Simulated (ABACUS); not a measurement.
**Be under changes of volume**

One of the cells (7.871 Å³/atom); the others are scaled copies at fixed shape and fractional positions:

```
CELL_PARAMETERS angstrom
-1.25312 1.25312 1.25312
1.25312 -1.25312 1.25312
1.25312 1.25312 -1.25312
ATOMIC_POSITIONS crystal
Be 0.00000 0.00000 0.00000
```

This isn't the form of Be at room conditions, which is hcp.

| Quantity | Value |
| --- | --- |
| Program | ABACUS 3.10.1 |
| Functional | PBE |
| Potentials or basis | PseudoDojo NC SR 0.4.1 PBE standard |
| Cutoff | 1211 eV |
| Density cutoff | 4844 eV |
| Basis | plane waves |
| k mesh | 15 × 15 × 15 |
| Occupations | fermi-dirac, width 0.05 eV |
| Spin | no spin polarisation |

| volume (Å³/atom) | energy over the lowest point (meV/atom) | pressure (GPa) |
| --- | --- | --- |
| 7.399 | ? | ? |
| 7.556 | 5.32 | 5.5 |
| 7.714 | 1.32 | 2.6 |
| 7.871 | 0.00 | 0.0 |
| 8.029 | 1.14 | -2.4 |
| 8.186 | 4.53 | -4.6 |
| 8.343 | 9.99 | -6.6 |

Question: What does the run at 7.399 Å³/atom give?

Answer: Energy over the lowest point 12.25 meV/atom; pressure 8.6 GPa.

Worked out: A Birch-Murnaghan fit of order 3 (a polynomial in V^(-2/3)) to the other rows has its minimum at 7.88 Å³/atom with B0 = V·E''(V) = 125 GPa and B' = 3.1. It gives 12.18 meV/atom at 7.399 Å³/atom, against the run's 12.25, and -dE/dV = 8.6 GPa, against 8.6.

Energies are extrapolated to zero smearing.
